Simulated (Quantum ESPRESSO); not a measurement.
ZnS (Wurtzite-2H): equation of state with PBE

Crystal: ZnS (Wurtzite-2H).

```
CELL_PARAMETERS angstrom
3.81100 0.00000 0.00000
-1.90550 3.30042 0.00000
0.00000 0.00000 6.23400
ATOMIC_POSITIONS crystal
Zn 0.66667 0.33333 0.50000
Zn 0.33333 0.66667 0.00000
S 0.66667 0.33333 0.88500
S 0.33333 0.66667 0.38500
```

* Program: Quantum ESPRESSO 7.5
* Task: equation of state
* Functional: PBE
* Potentials or basis: SSSP 1.3 efficiency PBE
* Cutoff: 748 eV
* Density cutoff: 5987 eV
* k mesh: 8 × 8 × 5
* Occupations: fermi-dirac, width 0.05 eV
* Spin: no spin polarisation
* Mixing beta: 0.5
* Most SCF iterations: 120
* SCF threshold: 8e-10 Ry

```yaml
Equilibrium_volume: 20.26 Å³/atom
Bulk_modulus_at_fixed_shape_and_positions: 69 GPa
Pressure_derivative_of_the_bulk_modulus: 4.4
```

Energy against volume, from the lowest point:
```csv
volume (Å³/atom),energy (meV/atom)
18.427,42.19
18.819,25.05
19.211,12.73
19.603,4.73
19.995,0.61
20.387,0.00
20.779,2.54
```

All runs of the series together: 2.8 min on 2 threads of AMD EPYC 9R45 96-Core Processor (Zen 5), on a shared host.

Caveat: the cell was scaled at fixed shape and fractional positions, which overstates the stiffness of a crystal with free parameters, most of all of layers and chains.
